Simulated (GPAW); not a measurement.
# Ge (Fd-3m) in GPAW: settings compared

One crystal, Ge, is run at these levels: PBEsol+D3, PBEsol+D3(BJ), PBEsol+D3(BJ)+ATM, PBEsol+D4, PBE; tasks: relaxation of cell and atoms, single point.

All numbers are computed with GPAW 26.7.0; they aren't measurements. Logs are shortened: lines on timing, memory, paths and dates and some standing lists are left out, and cuts for length are marked. The log counts tension as positive stress, the text compression.

## (1) Starting point

It takes space group Fd-3m (No. 227, cubic). Conventional cell: a = 5.658 Å, b = 5.658 Å, c = 5.658 Å, α = 90.00°, β = 90.00°, γ = 90.00°. Around Ge (site symmetry -43m) lie 4 Ge at 2.45 Å.

## (2) Relaxation of cell and atoms, PBEsol+D3

The input, run.py:

```python
from ase import Atoms
from ase.calculators.mixing import SumCalculator
from ase.filters import FrechetCellFilter
from ase.io import write
from ase.optimize import BFGS
from dftd3.ase import DFTD3
from gpaw import GPAW, PW, setup_paths

setup_paths.insert(0, '.')

atoms = Atoms(['Ge', 'Ge'],
              cell=[[0.0, 2.82891, 2.82891],
                    [2.82891, 0.0, 2.82891],
                    [2.82891, 2.82891, 0.0]],
              scaled_positions=[[0.75, 0.75, 0.75],
                                [0.5, 0.5, 0.5]],
              pbc=True)

calc = GPAW(mode=PW(600),
            xc='PBEsol',
            kpts={'size': (8, 8, 8), 'gamma': True},
            occupations={'name': 'fermi-dirac', 'width': 0.05},
            nbands=11,
            convergence={'density': 1e-05, 'forces': 0.0001},
            maxiter=150,
            txt='gpaw.txt')
atoms.calc = SumCalculator([calc, DFTD3(method='pbesol', damping='d3zero')])
opt = BFGS(FrechetCellFilter(atoms), trajectory='relax.traj', logfile='-')
done = opt.run(fmax=0.02, steps=60)
calc.write('gs.gpw')
write('result.traj', atoms)
print('Converged:', done)
print('Cell:', atoms.cell.cellpar().round(4))
print('Volume:', round(atoms.get_volume(), 4))
print(atoms.get_scaled_positions().round(5))
```

Potentials or basis: PAW data sets generated in the run's folder for this functional, pw.

Command:

```sh
$ gpaw-setup -f PBEsol Ge
$ OMP_NUM_THREADS=1 python run.py
```

gpaw.txt:

```text
__  _  _
 | _ |_)|_||  |
 |__||  | ||/\| - 26.7.0

Input parameters:
  mode=PW(ecut=600.0),
  convergence={'density': 1e-05, 'forces': 0.0001},
  kpts=MonkhorstPack(size=(8, 8, 8), gamma=True),
  maxiter=150,
  nbands=11,
  occupations=Occupations(name='fermi-dirac', width=0.05),
  xc=XC(name='PBEsol')

Diagonalizing LCAO Hamiltonian
Converting LCAO to pw mode

           Ge

       Ge

Atoms  # Å, Bohr magnetons
|   | symbol |        x |        y |        z |    initial magnetic moments |
|---|--------|----------|----------|----------|-----------------------------|
| 0 |     Ge | 4.243365 | 4.243365 | 4.243365 | ( 0.0000,  0.0000,  0.0000) |
| 1 |     Ge | 2.828910 | 2.828910 | 2.828910 | ( 0.0000,  0.0000,  0.0000) |

Unit cell  # Å
| periodic |        x |        y |        z |  lengths |    angles |
|----------|----------|----------|----------|----------|-----------|
|      yes | 0.000000 | 2.828910 | 2.828910 | 4.000683 | 60.000000 |
|      yes | 2.828910 | 0.000000 | 2.828910 | 4.000683 | 60.000000 |
|      yes | 2.828910 | 2.828910 | 0.000000 | 4.000683 | 60.000000 |

Number of symmetries: 24
Symmetry operations  # r_c * U_cc + t_c -> r_c
|    | kind |            matrix            |
|----|------|------------------------------|
|  0 |  E   |  1, 0, 0,  0, 1, 0,  0, 0, 1 |
|  1 |  σ   |  1, 0, 0,  0, 0, 1,  0, 1, 0 |
|  2 |  σ   |  1, 0,-1,  0, 1,-1,  0, 0,-1 |
|  3 |  C3  |  1, 0,-1,  0, 0,-1,  0, 1,-1 |
|  4 |  C3  |  1,-1, 0,  0,-1, 1,  0,-1, 0 |
|  5 |  σ   |  1,-1, 0,  0,-1, 0,  0,-1, 1 |
|  6 |  σ   |  0, 1, 0,  1, 0, 0,  0, 0, 1 |
|  7 |  C3  |  0, 1, 0,  0, 0, 1,  1, 0, 0 |
|  8 |  C2  |  0, 1,-1,  1, 0,-1,  0, 0,-1 |
[... 156 lines left out ...]
Eigenvalues  # (at kpt = [0.000, 0.000, 0.000])
| band index |      eig [eV] | occ [0-2] |
|------------|---------------|-----------|
|          0 |        -6.933 |     2.000 |
|          1 |         5.847 |     1.345 |
|          2 |         5.847 |     1.345 |
|          3 |         5.847 |     1.345 |
|          4 |         5.891 |     0.919 |
|          5 |         8.383 |     0.000 |
|          6 |         8.383 |     0.000 |
|          7 |         8.383 |     0.000 |
|          8 |        12.096 |     0.000 |
|          9 |        15.226 |     0.000 |
|         10 |        15.227 |     0.000 |

Gap: 0.044 eV
Transition (v -> c):
  (s=0, k=0, n=3, [0.00, 0.00, 0.00]) -> (s=0, k=0, n=4, [0.00, 0.00, 0.00])
No difference between direct/indirect transitions

Stress tensor  # eV/Ang^3
|         x |         y |         z |
|-----------|-----------|-----------|
| -0.005915 | -0.000000 | -0.000000 |
| -0.000000 | -0.005915 |  0.000000 |
| -0.000000 |  0.000000 | -0.005915 |

Forces  # eV/Ang
|        x |        y |        z |
[... 29 lines left out ...]
|  2 |  σ   |  1, 0,-1,  0, 1,-1,  0, 0,-1 |
|  3 |  C3  |  1, 0,-1,  0, 0,-1,  0, 1,-1 |
|  4 |  C3  |  1,-1, 0,  0,-1, 1,  0,-1, 0 |
|  5 |  σ   |  1,-1, 0,  0,-1, 0,  0,-1, 1 |
|  6 |  σ   |  0, 1, 0,  1, 0, 0,  0, 0, 1 |
|  7 |  C3  |  0, 1, 0,  0, 0, 1,  1, 0, 0 |
|  8 |  C2  |  0, 1,-1,  1, 0,-1,  0, 0,-1 |
[... 124 lines left out ...]
SCF iterations
|iter     | |      energy | eigst |  dens |force |
|---------|-|-------------|-------|-------|------|
|iter:   1| |   -9.840490 | -5.12 |       |      |
|iter:   2| |   -9.840488 | -7.79c| -3.26 |      |
|iter:   3| |   -9.840478c| -6.66 | -3.29 |      |
|iter:   4| |   -9.840477c| -7.51c| -3.98 |      |
|iter:   5| |   -9.840477c| -8.18c| -4.48 |      |
|iter:   6| |   -9.840477c| -8.64c| -5.68c|      |
|iter:   7| |   -9.840477c| -9.32c| -6.07c|-16.05c|
[... 19 lines left out ...]
Eigenvalues  # (at kpt = [0.000, 0.000, 0.000])
| band index |      eig [eV] | occ [0-2] |
|------------|---------------|-----------|
|          0 |        -6.935 |     2.000 |
|          1 |         5.840 |     1.329 |
|          2 |         5.840 |     1.329 |
|          3 |         5.840 |     1.329 |
|          4 |         5.878 |     0.962 |
|          5 |         8.375 |     0.000 |
|          6 |         8.375 |     0.000 |
|          7 |         8.375 |     0.000 |
|          8 |        12.088 |     0.000 |
|          9 |        15.217 |     0.000 |
|         10 |        15.217 |     0.000 |

Gap: 0.038 eV
Transition (v -> c):
  (s=0, k=0, n=3, [0.00, 0.00, 0.00]) -> (s=0, k=0, n=4, [0.00, 0.00, 0.00])
No difference between direct/indirect transitions

Stress tensor  # eV/Ang^3
|         x |         y |         z |
|-----------|-----------|-----------|
| -0.005629 |  0.000000 |  0.000000 |
|  0.000000 | -0.005629 | -0.000000 |
|  0.000000 | -0.000000 | -0.005629 |

Forces  # eV/Ang
|       x |        y |        z |
|---------|----------|----------|
| 0.00000 | -0.00000 |  0.00000 |  # Ge   0
| 0.00000 | -0.00000 | -0.00000 |  # Ge   1

Interpolating wave functions to new cell

           Ge

       Ge

Atoms  # Å, Bohr magnetons
|   | symbol |        x |        y |        z |    initial magnetic moments |
|---|--------|----------|----------|----------|-----------------------------|
| 0 |     Ge | 4.247869 | 4.247869 | 4.247869 | ( 0.0000,  0.0000,  0.0000) |
| 1 |     Ge | 2.831913 | 2.831913 | 2.831913 | ( 0.0000,  0.0000,  0.0000) |

Unit cell  # Å
| periodic |        x |         y |         z |  lengths |    angles |
|----------|----------|-----------|-----------|----------|-----------|
|      yes | 0.000000 |  2.831913 |  2.831913 | 4.004929 | 60.000000 |
|      yes | 2.831913 | -0.000000 |  2.831913 | 4.004929 | 60.000000 |
|      yes | 2.831913 |  2.831913 | -0.000000 | 4.004929 | 60.000000 |

Number of symmetries: 24
Symmetry operations  # r_c * U_cc + t_c -> r_c
|    | kind |            matrix            |
|----|------|------------------------------|
|  0 |  E   |  1, 0, 0,  0, 1, 0,  0, 0, 1 |
|  1 |  σ   |  1, 0, 0,  0, 0, 1,  0, 1, 0 |
|  2 |  σ   |  1, 0,-1,  0, 1,-1,  0, 0,-1 |
|  3 |  C3  |  1, 0,-1,  0, 0,-1,  0, 1,-1 |
|  4 |  C3  |  1,-1, 0,  0,-1, 1,  0,-1, 0 |
|  5 |  σ   |  1,-1, 0,  0,-1, 0,  0,-1, 1 |
|  6 |  σ   |  0, 1, 0,  1, 0, 0,  0, 0, 1 |
|  7 |  C3  |  0, 1, 0,  0, 0, 1,  1, 0, 0 |
|  8 |  C2  |  0, 1,-1,  1, 0,-1,  0, 0,-1 |
[... 153 lines left out ...]
Eigenvalues  # (at kpt = [0.000, 0.000, 0.000])
| band index |      eig [eV] | occ [0-2] |
|------------|---------------|-----------|
|          0 |        -6.942 |     2.000 |
|          1 |         5.812 |     1.268 |
|          2 |         5.812 |     1.268 |
|          3 |         5.812 |     1.268 |
|          4 |         5.827 |     1.127 |
|          5 |         8.347 |     0.000 |
|          6 |         8.347 |     0.000 |
|          7 |         8.347 |     0.000 |
|          8 |        12.054 |     0.000 |
|          9 |        15.183 |     0.000 |
|         10 |        15.183 |     0.000 |

No gap
No difference between direct/indirect transitions

Stress tensor  # eV/Ang^3
|         x |         y |         z |
|-----------|-----------|-----------|
| -0.004538 | -0.000000 | -0.000000 |
| -0.000000 | -0.004538 | -0.000000 |
| -0.000000 | -0.000000 | -0.004538 |

Forces  # eV/Ang
|        x |        y |        z |
|----------|----------|----------|
| -0.00000 | -0.00000 | -0.00000 |  # Ge   0
|  0.00000 |  0.00000 |  0.00000 |  # Ge   1

# Writing to gs.gpw (mode='')
```

stdout:

```text
Step          Energy          fmax
BFGS:    0      -10.118934        0.030648
BFGS:    1      -10.118967        0.024323
BFGS:    2      -10.119038        0.000085
Converged: True
Cell: [ 4.0049  4.0049  4.0049 60.     60.     60.    ]
Volume: 45.4223
[[0.75 0.75 0.75]
 [0.5  0.5  0.5 ]]
```

Wall time 52 s (1 thread of Intel Xeon at 2.50GHz (Skylake/Cascade Lake), shared host); peak memory 0.17 GiB.

Results:

| Quantity | Value |
| --- | --- |
| Free energy | -10.1195 eV |
| Relaxed volume | 22.71 Å³/atom |
| Relaxed cell | a = 4.005 Å, b = 4.005 Å, c = 4.005 Å, α = 60.00°, β = 60.00°, γ = 60.00° |
| Space group after relaxing (to 0.05 Å) | Fd-3m (No. 227) |
| Energy gained by relaxing | 0.1 meV/atom |
| Ionic steps | 3 |
| Pressure after relaxing | 0.0 GPa |
| Band gap on the k mesh | none (metal or under the smearing width) |
| Dispersion energy per atom | -0.139 eV |

The path:
```tsv
step	energy change (eV)	largest force (eV/Å)	pressure (GPa)	volume (Å³)
1	0.0000	0.0000	0.22	45.28
2	0.0000	0.0000	0.17	45.31
3	-0.0001	0.0000	0.00	45.42
```

Final structure:
```
Ge
1.0
     0.00000    2.83191    2.83191
     2.83191    0.00000    2.83191
     2.83191    2.83191    0.00000
Ge
2
Direct
  0.75000 0.75000 0.75000
  0.50000 0.50000 0.50000
```

Caveat: later steps reuse the first step's grids; pairwise dispersion overbinds metals, which lowers pressure and volume.

## (3) Relaxation of cell and atoms, PBEsol+D3(BJ)

run.py, as its differences from that of step 2:

```diff
@@ -26,3 +26,3 @@
             txt='gpaw.txt')
-atoms.calc = SumCalculator([calc, DFTD3(method='pbesol', damping='d3zero')])
+atoms.calc = SumCalculator([calc, DFTD3(method='pbesol', damping='d3bj')])
 opt = BFGS(FrechetCellFilter(atoms), trajectory='relax.traj', logfile='-')
```

Potentials or basis: PAW data sets generated in the run's folder for this functional, pw.

Command:

```sh
$ gpaw-setup -f PBEsol Ge
$ OMP_NUM_THREADS=1 python run.py
```

It took 58 s on 1 thread of Intel Xeon at 2.50GHz (Skylake/Cascade Lake), shared host; peak memory 0.17 GiB.

It converged, with:

```
Free energy                            : -10.3888 eV
Relaxed volume                         : 22.34 Å³/atom
Relaxed cell                           : a = 3.983 Å, b = 3.983 Å, c = 3.983 Å, α = 60.00°, β = 60.00°, γ = 60.00°
Space group after relaxing (to 0.05 Å) : Fd-3m (No. 227)
Energy gained by relaxing              : 0.8 meV/atom
Ionic steps                            : 3
Pressure after relaxing                : 0.0 GPa
Band gap on the k mesh                 : 0.17 eV, direct
Dispersion energy per atom             : -0.277 eV
```

The path:
```tsv
step	energy change (eV)	largest force (eV/Å)	pressure (GPa)	volume (Å³)
1	0.0000	0.0000	-0.89	45.28
2	-0.0006	0.0000	-0.71	45.16
3	-0.0017	0.0000	0.03	44.68
```

Final structure:
```
Ge
1.0
     0.00000    2.81635    2.81635
     2.81635    0.00000    2.81635
     2.81635    2.81635    0.00000
Ge
2
Direct
  0.75000 0.75000 0.75000
  0.50000 0.50000 0.50000
```

Levels at points of the mesh, in eV from the valence-band top:
| k point | band 2 | band 3 | band 4 | band 5 | band 6 | band 7 |
| --- | --- | --- | --- | --- | --- | --- |
| (0.00, 0.00, 0.00) | 0.00 | 0.00 | 0.00 | 0.17 | 2.54 | 2.54 |
| (0.50, 0.50, 0.00) | -8.95 | -3.13 | -3.13 | 0.63 | 0.63 | 9.62 |
| (0.50, 0.50, 0.50) | -7.68 | -1.43 | -1.43 | 0.18 | 3.71 | 3.71 |

Caveat: later steps reuse the first step's grids.

## (4) Relaxation of cell and atoms, PBEsol+D3(BJ)+ATM

run.py, as its differences from that of step 3:

```diff
@@ -26,3 +26,3 @@
             txt='gpaw.txt')
-atoms.calc = SumCalculator([calc, DFTD3(method='pbesol', damping='d3bj')])
+atoms.calc = SumCalculator([calc, DFTD3(damping='d3bj', params_tweaks=dict(method='pbesol', atm=True))])
 opt = BFGS(FrechetCellFilter(atoms), trajectory='relax.traj', logfile='-')
```

Command:

```sh
$ gpaw-setup -f PBEsol Ge
$ OMP_NUM_THREADS=1 python run.py
```

Wall time 58 s (1 thread of Intel Xeon at 2.50GHz (Skylake/Cascade Lake), shared host); peak memory 0.17 GiB.

It converged, with:

- Free energy: -10.3633 eV
- Relaxed volume: 22.40 Å³/atom
- Relaxed cell: a = 3.986 Å, b = 3.986 Å, c = 3.986 Å, α = 60.00°, β = 60.00°, γ = 60.00°
- Space group after relaxing (to 0.05 Å): Fd-3m (No. 227)
- Energy gained by relaxing: 0.5 meV/atom
- Ionic steps: 3
- Pressure after relaxing: 0.0 GPa
- Band gap on the k mesh: 0.14 eV, direct
- Dispersion energy per atom: -0.263 eV

The path:
| step | energy change (eV) | largest force (eV/Å) | pressure (GPa) | volume (Å³) |
| --- | --- | --- | --- | --- |
| 1 | 0.0000 | 0.0000 | -0.71 | 45.28 |
| 2 | -0.0004 | 0.0000 | -0.57 | 45.18 |
| 3 | -0.0011 | 0.0000 | 0.02 | 44.80 |

Final structure:
```xyz
2
Lattice="0.0000 2.8188 2.8188 2.8188 0.0000 2.8188 2.8188 2.8188 0.0000" Properties=species:S:1:pos:R:3 pbc="T T T"
Ge    4.2283    4.2283    4.2283
Ge    2.8188    2.8188    2.8188
```

Levels at points of the mesh, in eV from the valence-band top:
| k point | band 2 | band 3 | band 4 | band 5 | band 6 | band 7 |
| --- | --- | --- | --- | --- | --- | --- |
| (0.00, 0.00, 0.00) | 0.00 | 0.00 | 0.00 | 0.14 | 2.54 | 2.54 |
| (0.50, 0.50, 0.00) | -8.94 | -3.12 | -3.12 | 0.64 | 0.64 | 9.60 |
| (0.50, 0.50, 0.50) | -7.67 | -1.42 | -1.42 | 0.17 | 3.71 | 3.71 |

Caveat: later steps reuse the first step's grids.

## (5) Relaxation of cell and atoms, PBEsol+D4

run.py, as its differences from that of step 4:

```diff
@@ -5,3 +5,3 @@
 from ase.optimize import BFGS
-from dftd3.ase import DFTD3
+from dftd4.ase import DFTD4
 from gpaw import GPAW, PW, setup_paths
@@ -26,3 +26,3 @@
             txt='gpaw.txt')
-atoms.calc = SumCalculator([calc, DFTD3(damping='d3bj', params_tweaks=dict(method='pbesol', atm=True))])
+atoms.calc = SumCalculator([calc, DFTD4(method='pbesol')])
 opt = BFGS(FrechetCellFilter(atoms), trajectory='relax.traj', logfile='-')
```

Command:

```sh
$ gpaw-setup -f PBEsol Ge
$ OMP_NUM_THREADS=1 python run.py
```

Wall time 46 s (1 thread of Intel Xeon at 2.50GHz (Skylake/Cascade Lake), shared host); peak memory 0.17 GiB.

Results (log left out):

```yaml
Free_energy: -10.2142 eV
Relaxed_volume: 22.55 Å³/atom
Relaxed_cell: a = 3.995 Å, b = 3.995 Å, c = 3.995 Å, α = 60.00°, β = 60.00°, γ = 60.00°
Space_group_after_relaxing_to_0.05_Å: Fd-3m (No. 227)
Energy_gained_by_relaxing: 0.1 meV/atom
Ionic_steps: 3
Pressure_after_relaxing: 0.0 GPa
Band_gap_on_the_k_mesh: 0.08 eV, direct
Dispersion_energy_per_atom: -0.187 eV
```

The path:
| step | energy change (eV) | largest force (eV/Å) | pressure (GPa) | volume (Å³) |
| --- | --- | --- | --- | --- |
| 1 | 0.0000 | 0.0000 | -0.27 | 45.28 |
| 2 | -0.0001 | 0.0000 | -0.22 | 45.24 |
| 3 | -0.0002 | 0.0000 | 0.00 | 45.10 |

Final structure:
```
Ge
1.0
     0.00000    2.82513    2.82513
     2.82513    0.00000    2.82513
     2.82513    2.82513    0.00000
Ge
2
Direct
  0.75000 0.75000 0.75000
  0.50000 0.50000 0.50000
```

Levels at points of the mesh, in eV from the valence-band top:
| k point | band 2 | band 3 | band 4 | band 5 | band 6 | band 7 |
| --- | --- | --- | --- | --- | --- | --- |
| (0.00, 0.00, 0.00) | 0.00 | 0.00 | 0.00 | 0.08 | 2.54 | 2.54 |
| (0.50, 0.50, 0.00) | -8.92 | -3.10 | -3.10 | 0.65 | 0.65 | 9.54 |
| (0.50, 0.50, 0.50) | -7.64 | -1.41 | -1.41 | 0.15 | 3.71 | 3.71 |

Caveat: later steps reuse the first step's grids.

[end of part 1 of 2]
